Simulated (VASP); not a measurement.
# MgTe (P6_3mc) in VASP: a series of runs

Aim: see how the results for MgTe move with the level of theory and the settings. Levels: PBE, PBEsol. Tasks: relaxation of cell and atoms.

All numbers are computed with VASP 6.6.1; they aren't measurements. Logs are shortened: lines on timing, memory, paths and dates and some standing lists are left out, and cuts for length are marked.

## (1) The crystal as given

It takes space group P6_3mc (No. 186, hexagonal). The conventional cell has a = 4.608 Å, b = 4.608 Å, c = 7.502 Å, α = 90.00°, β = 90.00°, γ = 120.00°. Around Mg (site symmetry 3m) lie 4 Te at 2.82 Å. Te (site symmetry 3m) is surrounded by 4 Mg at 2.82 Å.

## (2) Relaxation of cell and atoms, PBE

Contents of INCAR:

```
PREC = Accurate
ENCUT = 600
EDIFF = 1E-7
ISMEAR = 0
SIGMA = 0.03
LREAL = F
LASPH = T
NELM = 80
ALGO = Normal
ISIF = 3
LWAVE = F
LCHARG = F
GGA = PE
IBRION = 2
NSW = 90
EDIFFG = -0.005
```

Contents of KPOINTS:

```
Automatic mesh
0
Gamma
  9 9 4
```

Contents of POSCAR:

```
MgTe                                    
1.0
    4.6082289781     -0.0000000000      0.0000000000
   -2.3041144890      3.9908433615     -0.0000000000
    0.0000000000     -0.0000000000      7.5017391585
  Mg              Te            
     2     2
Direct
     0.3333333332999970    0.6666666667000030    0.0044485857679894
     0.6666666667000030    0.3333333332999970    0.5044485857679893
     0.3333333332999970    0.6666666667000030    0.3805514142320087
     0.6666666667000030    0.3333333332999970    0.8805514142320087
```

Potentials or basis: VASP PAW PBE potentials, release 64 (Mg, Te).

On the command line:

```
$ cat potpaw_PBE.64/Mg/POTCAR potpaw_PBE.64/Te/POTCAR > POTCAR
$ mpirun -np 1 vasp_std > vasp.out
```

OUTCAR:

```text
PREC = Accurate
   ENCUT = 600
   EDIFF = 1E-7
   ISMEAR = 0
   LREAL = F
   LASPH = T
   NELM = 80
   ISIF = 3
   GGA = PE
   IBRION = 2
   NSW = 90
   EDIFFG = -0.005

 ion  position               nearest neighbor table
   1  0.333  0.667  0.004-   4 2.82   4 2.82   4 2.82   3 2.82
   2  0.667  0.333  0.504-   3 2.82   3 2.82   3 2.82   4 2.82
   3  0.333  0.667  0.381-   2 2.82   2 2.82   2 2.82   1 2.82
   4  0.667  0.333  0.881-   1 2.82   1 2.82   1 2.82   2 2.82

  LATTYP: Found a hexagonal cell.
 ALAT       =     4.6082289781
 C/A-ratio  =     1.6279006955

  Lattice vectors:

 A1 = (   4.6082289781,   0.0000000000,   0.0000000000)
 A2 = (  -2.3041144890,   3.9908433615,   0.0000000000)
 A3 = (   0.0000000000,   0.0000000000,   7.5017391585)

Analysis of symmetry for initial positions (statically):
=====================================================================
 Subroutine PRICEL returns:
 Original cell was already a primitive cell.

 Routine SETGRP: Setting up the symmetry group for a
 hexagonal supercell.

 Subroutine GETGRP returns: Found 12 space group operations
 (whereof  6 operations were pure point group operations)
 out of a pool of 24 trial point group operations.

The static configuration has the point symmetry C_3v.
 The point group associated with its full space group is C_6v.

Analysis of symmetry for dynamics (positions and initial velocities):
=====================================================================
 Subroutine PRICEL returns:
 Original cell was already a primitive cell.

 Routine SETGRP: Setting up the symmetry group for a
 hexagonal supercell.

 Subroutine GETGRP returns: Found 12 space group operations
 (whereof  6 operations were pure point group operations)
 out of a pool of 24 trial point group operations.

The dynamic configuration has the point symmetry C_3v.
 The point group associated with its full space group is C_6v.

 Subroutine INISYM returns: Found 12 space group operations
 (whereof  6 operations are pure point group operations),
 and found     1 'primitive' translations

----------------------------------------------------------------------------------------

                                     Primitive cell

  volume of cell :     137.9624

  direct lattice vectors                    reciprocal lattice vectors
     4.608228978  0.000000000  0.000000000     0.217003106  0.125286801  0.000000000
    -2.304114489  3.990843362  0.000000000     0.000000000  0.250573603  0.000000000
     0.000000000  0.000000000  7.501739159     0.000000000  0.000000000  0.133302422

  length of vectors
     4.608228978  4.608228978  7.501739159     0.250573603  0.250573603  0.133302422

  position of ions in fractional coordinates (direct lattice)
     0.333333333  0.666666667  0.004448586
     0.666666667  0.333333333  0.504448586
     0.333333333  0.666666667  0.380551414
     0.666666667  0.333333333  0.880551414

  ion indices of the primitive-cell ions
   primitive index   ion index
                 1           1
                 2           2
                 3           3
                 4           4

----------------------------------------------------------------------------------------

 KPOINTS: Automatic mesh

Automatic generation of k-mesh.
 Grid dimensions read from file:
 generate k-points for:    9    9    4

 Generating k-lattice:

  Cartesian coordinates                     Fractional coordinates (reciprocal lattice)
     0.024111456  0.013920756  0.000000000     0.111111111 -0.000000000  0.000000000
     0.000000000  0.027841511  0.000000000     0.000000000  0.111111111  0.000000000
     0.000000000  0.000000000  0.033325606     0.000000000  0.000000000  0.250000000

  Length of vectors
     0.027841511  0.027841511  0.033325606

  Shift w.r.t. Gamma in fractional coordinates (k-lattice)
     0.000000000  0.000000000  0.000000000

 Subroutine IBZKPT returns following result:
 ===========================================

 Found     36 irreducible k-points:

 Following reciprocal coordinates:
            Coordinates               Weight
  0.000000  0.000000  0.000000      1.000000
  0.111111  0.000000  0.000000      6.000000
  0.222222 -0.000000  0.000000      6.000000
  0.333333  0.000000  0.000000      6.000000
  0.444444 -0.000000  0.000000      6.000000
  0.111111  0.111111  0.000000      6.000000
[... 16 lines left out ...]
  0.333333  0.222222  0.250000     24.000000
  0.333333  0.333333  0.250000      4.000000
 [... further k-points ...]
   k-points           NKPTS =     36   k-points in BZ     NKDIM =     36   number of bands    NBANDS=     12
   number of dos      NEDOS =    301   number of ions     NIONS =      4
   total plane-waves  NPLWV =  96000
   dimension x,y,z NGX =    40 NGY =   40 NGZ =   60
   dimension x,y,z NGXF=    80 NGYF=   80 NGZF=  120
   ions per type =               2   2
   NGX,Y,Z   is equivalent  to a cutoff of  14.43, 14.43, 13.30 a.u.
   NGXF,Y,Z  is equivalent  to a cutoff of  28.86, 28.86, 26.59 a.u.
 SYSTEM =  unknown system
   PREC   = accura    normal or accurate (medium, high low for compatibility)
   ISTART =      0    job   : 0-new  1-cont  2-samecut
   ICHARG =      2    charge: 1-file 2-atom 10-const
   ISPIN  =      1    spin polarized calculation?
   LNONCOLLINEAR =      F non collinear calculations
   LSORBIT =      F    spin-orbit coupling
   LASPH  =      T    aspherical Exc in radial PAW
   ENCUT  =  600.0 eV  44.10 Ry    6.64 a.u.   9.20  9.20 14.98*2*pi/ulx,y,z
   NELM   =     80;   NELMIN=  2; NELMDL= -5     # of ELM steps
   EDIFF  = 0.1E-06   stopping-criterion for ELM
   LREAL  =      F    real-space projection
   EDIFFG = -.5E-02   stopping-criterion for IOM
   NSW    =     90    number of steps for IOM
   IBRION =      2    ionic relax: 0-MD 1-quasi-New 2-CG
   NFREE  =      1    steps in history (QN), initial steepest desc. (CG)
   ISIF   =      3    stress and relaxation
   ISYM   =      2    0-nonsym 1-usesym 2-fastsym
   POTIM  = 0.5000    time-step for ionic-motion
   TEBEG  =    0.0;   TEEND  =   0.0 temperature during run
   PSTRESS=    0.0 pullay stress
   NELECT =      16.0000    total number of electrons
   NUPDOWN=      -1.0000    fix difference up-down
   EMIN   =  10.00;   EMAX   =-10.00  energy-range for DOS
   EFERMI =   0.00;   METHOD = LEGACY
   ISMEAR =     0;   SIGMA  =   0.03  broadening in eV -4-tet -1-fermi 0-gaus
   EFERMI_NEDOS =   21; number of points for ismear=-14 and -15
   IALGO  =     38    algorithm
   IMIX   =      4    mixing-type and parameters
     AMIX     =   0.40;   BMIX     =  1.00
     AMIX_MAG =   1.60;   BMIX_MAG =  1.00
  volume/ion in A,a.u.               =      34.49       232.75
  Fermi-wavevector in a.u.,A,eV,Ry     =   0.798352  1.508667  8.671897  0.637366
  Thomas-Fermi vector in A             =   1.905247
   LORBIT       =      0    0 simple, 1 ext, 2 COOP (PROOUT), +10 PAW based schemes
   GGA     = PE    functional components
   LHFCALC =     F    Hartree Fock is set to
   AEXX    =    0.0000 exact exchange contribution
   IVDW    =     0    specifies the selected vdW correction
   LEPSILON=     F    determine dielectric tensor
   LRPA    =     F    only Hartree local field effects (RPA)
 conjugate gradient relaxation of ions
 non-spin polarized calculation
 Gauss-broadening in eV      SIGMA  =   0.03
  energy-cutoff  :      600.00
  volume of cell :      137.96
 maximum number of plane-waves:      4616
 NGX is ok and might be reduce to    40
   NGX = 19   NGY = 19   NGZ = 29

--------------------------------------- Ionic step        1  -------------------------------------------

 number of electron      16.0000000 magnetization

 Free energy of the ion-electron system (eV)
  ---------------------------------------------------
  ext. energy  EPLUGINS =         0.00000000
  ---------------------------------------------------
  free energy    TOTEN  =       -12.81222055 eV

  energy without entropy =      -12.81222055  energy(sigma->0) =      -12.81222055

------------------------ aborting loop because EDIFF is reached ----------------------------------------

  FORCE on cell =-STRESS in cart. coord.  units (eV):
  Direction    XX          YY          ZZ          XY          YZ          ZX
  --------------------------------------------------------------------------------------
  -------------------------------------------------------------------------------------
  Total       -0.0314295     -0.0314295     -0.0012937     -0.0000000      0.0000000      0.0000000
  in kB       -0.3649951     -0.3649951     -0.0150235     -0.0000000      0.0000000      0.0000000
  external PRESSURE =      -0.2483379 kB  Pullay stress =       0.0000000 kB

 VOLUME and BASIS-vectors are now :
 -----------------------------------------------------------------------------
  energy-cutoff  :      600.00
  volume of cell :      137.96
      direct lattice vectors                 reciprocal lattice vectors
     4.608228978  0.000000000  0.000000000     0.217003106  0.125286801  0.000000000
    -2.304114489  3.990843362  0.000000000     0.000000000  0.250573603  0.000000000
     0.000000000  0.000000000  7.501739159     0.000000000  0.000000000  0.133302422

 POSITION                                       TOTAL-FORCE (eV/Angst)
 -----------------------------------------------------------------------------------
     -0.00000      2.66056      0.03337        -0.000000      0.000000     -0.007214
      2.30411      1.33028      3.78424        -0.000000     -0.000000     -0.007214
     -0.00000      2.66056      2.85480         0.000000     -0.000000      0.007214
      2.30411      1.33028      6.60567        -0.000000      0.000000      0.007214
 -----------------------------------------------------------------------------------
    total drift:                               -0.000000      0.000000     -0.000280

  FREE ENERGIE OF THE ION-ELECTRON SYSTEM (eV)
  ---------------------------------------------------
  free  energy   TOTEN  =       -12.8122205460 eV

  energy  without entropy=      -12.8122205460  energy(sigma->0) =      -12.81222055

--------------------------------------- Ionic step        2  -------------------------------------------

 number of electron      16.0000000 magnetization

 Free energy of the ion-electron system (eV)
  ---------------------------------------------------
  ext. energy  EPLUGINS =         0.00000000
  ---------------------------------------------------
  free energy    TOTEN  =       -12.81224001 eV

  energy without entropy =      -12.81224001  energy(sigma->0) =      -12.81224001

 E-fermi :   1.8910     XC(G=0):  -7.7583

 val. band max:        1.7478074360   @ k =   0.0000   0.0000   0.0000
 cond. band min:       4.1151753815   @ k =   0.0000   0.0000   0.0000
 fundamental gap:      2.3673679454
 Fermi energy:         1.8910117344

 k-point     1 :       0.0000    0.0000    0.0000
  band No.  band energies     occupation
      1      -8.3875      2.00000
      2      -7.8174      2.00000
      3      -1.4095      2.00000
      4       1.2778      2.00000
      5       1.2778      2.00000
      6       1.7450      2.00000
      7       1.7450      2.00000
      8       1.7478      2.00000
      9       4.1152      0.00000
     10       4.6824      0.00000
     11       7.0033      0.00000
     12       7.0033      0.00000
[... 331 lines left out ...]
 k-point    24 :       0.3333    0.3333    0.2500
  band No.  band energies     occupation
      1      -7.6821      2.00000
      2      -7.6821      2.00000
      3      -0.9757      2.00000
      4      -0.9757      2.00000
      5      -0.4063      2.00000
      6       0.2526      2.00000
      7       0.7845      2.00000
      8       0.7845      2.00000
      9       5.7846      0.00000
     10       6.2777      0.00000
     11       6.2777      0.00000
     12       7.7561      0.00000

 [... further k-points ...]

------------------------ aborting loop because EDIFF is reached ----------------------------------------

  FORCE on cell =-STRESS in cart. coord.  units (eV):
  Direction    XX          YY          ZZ          XY          YZ          ZX
  --------------------------------------------------------------------------------------
  -------------------------------------------------------------------------------------
  Total       -0.0019213     -0.0019213      0.0026506     -0.0000000      0.0000000      0.0000000
  in kB       -0.0223292     -0.0223292      0.0308061     -0.0000000      0.0000000      0.0000000
  external PRESSURE =      -0.0046174 kB  Pullay stress =       0.0000000 kB

 VOLUME and BASIS-vectors are now :
 -----------------------------------------------------------------------------
  energy-cutoff  :      600.00
  volume of cell :      137.86
      direct lattice vectors                 reciprocal lattice vectors
     4.606482181 -0.000000000  0.000000000     0.217085394  0.125334311 -0.000000000
    -2.303241090  3.989330591  0.000000000     0.000000000  0.250668622 -0.000000000
     0.000000000  0.000000000  7.501622113     0.000000000  0.000000000  0.133304502

 POSITION                                       TOTAL-FORCE (eV/Angst)
 -----------------------------------------------------------------------------------
     -0.00000      2.65955      0.03302        -0.000000     -0.000000     -0.002549
      2.30324      1.32978      3.78383        -0.000000     -0.000000     -0.002549
     -0.00000      2.65955      2.85510         0.000000      0.000000      0.002549
      2.30324      1.32978      6.60591         0.000000      0.000000      0.002549
 -----------------------------------------------------------------------------------
    total drift:                               -0.000000      0.000000     -0.000148

  FREE ENERGIE OF THE ION-ELECTRON SYSTEM (eV)
  ---------------------------------------------------
  free  energy   TOTEN  =       -12.8122400055 eV

  energy  without entropy=      -12.8122400055  energy(sigma->0) =      -12.81224001

 reached required accuracy - stopping structural energy minimisation
```

Run time: 74 s. Hardware: 1 thread of Intel Xeon 6975P-C (Granite Rapids), shared host; peak memory 0.34 GiB.

What came out:

* Free energy: -12.8122 eV
* Relaxed volume: 34.46 Å³/atom
* Relaxed cell: a = 4.606 Å, b = 4.606 Å, c = 7.502 Å, α = 90.00°, β = 90.00°, γ = 120.00°
* Space group after relaxing (to 0.05 Å): P6_3mc (No. 186)
* Energy gained by relaxing: 0.0 meV/atom
* Ionic steps: 2
* Pressure after relaxing: 0.0 GPa
* Band gap on the k mesh: 2.37 eV, direct

Forces on the atoms (eV/Å):
```
Mg   0.000  0.000 -0.003
Mg   0.000  0.000 -0.003
Te   0.000  0.000  0.003
Te   0.000  0.000  0.003
```

Final structure:
```xyz
4
Lattice="4.6065 0.0000 0.0000 -2.3032 3.9893 0.0000 0.0000 0.0000 7.5016" Properties=species:S:1:pos:R:3 pbc="T T T"
Mg    0.0000    2.6596    0.0330
Mg    2.3032    1.3298    3.7838
Te    0.0000    2.6596    2.8551
Te    2.3032    1.3298    6.6059
```

Caveat: spin-orbit coupling is left out, which moves the levels of the heavy elements. PBE gaps usually lie below the measured ones, often by a third to a half.

## (3) Relaxation of cell and atoms, PBEsol

This run uses another cell than the first one, of 32.42 Å³/atom, 0.940 times its volume.

Contents of INCAR:

```
SYSTEM = MgTe
  ALGO = Normal
  EDIFF = 1E-6
  EDIFFG = -0.01
  ENCUT = 600
  GGA = PS
  IBRION = 2
  ISIF = 3
  ISMEAR = 0
  LASPH = .TRUE.
  LCHARG = .FALSE.
  LREAL = .FALSE.
  LWAVE = .FALSE.
  NELM = 80
  NSW = 90
  PREC = Accurate
  SIGMA = 0.03
```

Contents of KPOINTS:

```
k-points
0
G
  9 9 4
  0 0 0
```

Contents of POSCAR:

```
MgTe
1.0
    4.5200000000      0.0000000000      0.0000000000
   -2.2600000000      3.9144348251      0.0000000000
    0.0000000000      0.0000000000      7.3300000000
Mg Te
2 2
Direct
    0.3333333333      0.6666666667      0.0000000000
    0.6666666667      0.3333333333      0.5000000000
    0.3333333333      0.6666666667      0.3850000000
    0.6666666667      0.3333333333      0.8850000000
```

Potentials or basis: VASP PAW PBE potentials, release 64 (Mg, Te).

On the command line:

```
$ cat potpaw_PBE.64/Mg/POTCAR potpaw_PBE.64/Te/POTCAR > POTCAR
$ mpirun -np 1 vasp_std > vasp.out
```

It took 6.6 min on 1 thread of Intel Xeon Platinum 8488C (Sapphire Rapids), shared host; peak memory 0.33 GiB.

It converged, with:

```
Free energy                            : -13.7928 eV
Relaxed volume                         : 33.40 Å³/atom
Relaxed cell                           : a = 4.561 Å, b = 4.561 Å, c = 7.415 Å, α = 90.00°, β = 90.00°, γ = 120.00°
Space group after relaxing (to 0.05 Å) : P6_3mc (No. 186)
Energy gained by relaxing              : 6.8 meV/atom
Ionic steps                            : 9
Pressure after relaxing                : 0.0 GPa
Band gap on the k mesh                 : 2.39 eV, direct
```

Step by step:
| step | energy change (eV) | largest force (eV/Å) | pressure (GPa) | volume (Å³) |
| --- | --- | --- | --- | --- |
| 1 | 0.0000 | 0.2273 | 1.20 | 129.69 |
| 2 | -0.0242 | 0.0568 | -0.18 | 134.28 |
| 3 | -0.0243 | 0.0684 | -0.09 | 133.94 |
| 4 | -0.0252 | 0.0426 | -0.02 | 133.67 |
| 5 | -0.0256 | 0.0140 | 0.07 | 133.38 |
| 6 | -0.0263 | 0.0134 | 0.04 | 133.47 |
| 7 | -0.0273 | 0.0098 | -0.02 | 133.74 |
| 8 | -0.0273 | 0.0098 | -0.03 | 133.75 |
| 9 | -0.0274 | 0.0018 | 0.01 | 133.59 |

Final structure:
```
Mg Te
1.0
     4.56104    0.00000    0.00000
    -2.28052    3.94998    0.00000
     0.00000    0.00000    7.41499
Mg Te
2 2
Direct
  0.33333 0.66667 0.00417
  0.66667 0.33333 0.50417
  0.33333 0.66667 0.38083
  0.66667 0.33333 0.88083
```

Levels at points of the mesh, in eV from the valence-band top:
```csv
k point,band 6,band 7,band 8,band 9,band 10,band 11
"(0.00, 0.00, 0.00)",-0.02,-0.02,0.00,2.39,2.92,5.24
"(0.00, 0.00, 0.50)",-0.27,-0.27,-0.27,3.40,3.40,5.49
```

Caveat: the PAW data sets were made with another functional, which shifts forces and pressure a little; spin-orbit coupling is left out, which moves the levels of the heavy elements. As with any semilocal functional, this PBEsol gap is likely too small.

## (4) Relaxation of cell and atoms, PBEsol

This run uses another cell than the first one, of 33.40 Å³/atom, 0.968 times its volume.

Changes to INCAR since step 3:

```diff
@@ -2,4 +2,4 @@
   ALGO = Normal
-  EDIFF = 1E-6
-  EDIFFG = -0.01
+  EDIFF = 1E-7
+  EDIFFG = -0.005
   ENCUT = 600
```

KPOINTS is that of step 3.

Contents of POSCAR:

```
MgTe                                    
1.0
    4.5610422184      0.0000000000     -0.0000000000
   -2.2805211092      3.9499784288      0.0000000000
   -0.0000000000      0.0000000000      7.4149902707
  Mg              Te            
     2     2
Direct
     0.3333333332999970    0.6666666667000030    0.0041720787091580
     0.6666666667000030    0.3333333332999970    0.5041720787091580
     0.3333333332999970    0.6666666667000030    0.3808279212908400
     0.6666666667000030    0.3333333332999970    0.8808279212908400
```

On the command line:

```
$ cat potpaw_PBE.64/Mg/POTCAR potpaw_PBE.64/Te/POTCAR > POTCAR
$ mpirun -np 1 vasp_std > vasp.out
```

Run time: 75 s. Hardware: 1 thread of Intel Xeon Platinum 8488C (Sapphire Rapids), shared host; peak memory 0.3 GiB.

Results (log left out):

| Quantity | Value |
| --- | --- |
| Free energy | -13.7929 eV |
| Pressure after relaxing | 0.0 GPa |
| Band gap on the k mesh | 2.39 eV, direct |

Final structure:
```
Mg Te
1.0
     4.56104    0.00000    0.00000
    -2.28052    3.94998    0.00000
     0.00000    0.00000    7.41499
Mg Te
2 2
Direct
  0.33333 0.66667 0.00417
  0.66667 0.33333 0.50417
  0.33333 0.66667 0.38083
  0.66667 0.33333 0.88083
```

Levels at points of the mesh, in eV from the valence-band top:
| k point | band 6 | band 7 | band 8 | band 9 | band 10 | band 11 |
| --- | --- | --- | --- | --- | --- | --- |
| (0.00, 0.00, 0.00) | -0.01 | -0.01 | 0.00 | 2.39 | 2.92 | 5.24 |
| (0.00, 0.00, 0.50) | -0.27 | -0.27 | -0.27 | 3.40 | 3.40 | 5.49 |

Caveat: the relaxation stopped at its first step, so nothing moved; the PAW data sets were made with another functional, which shifts forces and pressure a little; spin-orbit coupling is left out, which moves the levels of the heavy elements. As with any semilocal functional, this PBEsol gap is likely too small.

(Continued in part 2 of 2.)
